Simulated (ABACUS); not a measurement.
RbBr under changes of volume

One of the cells (40.248 Å³/atom); the others are scaled copies at fixed shape and fractional positions:

```
CELL_PARAMETERS angstrom
0.00000 3.42700 3.42700
3.42700 0.00000 3.42700
3.42700 3.42700 0.00000
ATOMIC_POSITIONS crystal
Rb 0.00000 0.00000 0.00000
Br 0.50000 0.50000 0.50000
```

```yaml
Program: ABACUS 3.10.1
Functional: PBEsol
Potentials_or_basis: PseudoDojo NC SR 0.4.1 PBEsol standard
Cutoff: 639 eV
Density_cutoff: 2558 eV
Basis: plane waves
k_mesh: 7 × 7 × 7
Occupations: fermi-dirac, width 0.05 eV
Spin: no spin polarisation
```

```csv
volume (Å³/atom),energy over the lowest point (meV/atom),pressure (GPa),gap on the mesh (eV)
37.833,6.11,0.9,4.36
38.638,2.39,0.6,4.31
39.443,?,?,?
40.248,0.00,-0.1,4.21
41.053,0.95,-0.3,4.17
41.858,3.10,-0.5,4.13
42.663,6.33,-0.7,4.09
```

Task: What does the run at 39.443 Å³/atom give?

Result: Energy over the lowest point 0.42 meV/atom; pressure 0.2 GPa; gap on the mesh 4.26 eV.

Worked out: A Birch-Murnaghan fit of order 3 (a polynomial in V^(-2/3)) to the other rows has its minimum at 40.08 Å³/atom with B0 = V·E''(V) = 13.9 GPa and B' = 5.1. It gives 0.42 meV/atom at 39.443 Å³/atom, against the run's 0.42, and -dE/dV = 0.2 GPa, against 0.2. A straight line through the other rows of the gap, of slope -2.25 eV per unit of ln V (its deformation potential), gives 4.26 eV, against the run's 4.26.

Energies are extrapolated to zero smearing.

Caveats: an odd mesh through Γ misses points on the zone boundary, where band edges often lie (some runs). Spin-orbit coupling on Br, Rb is left out.
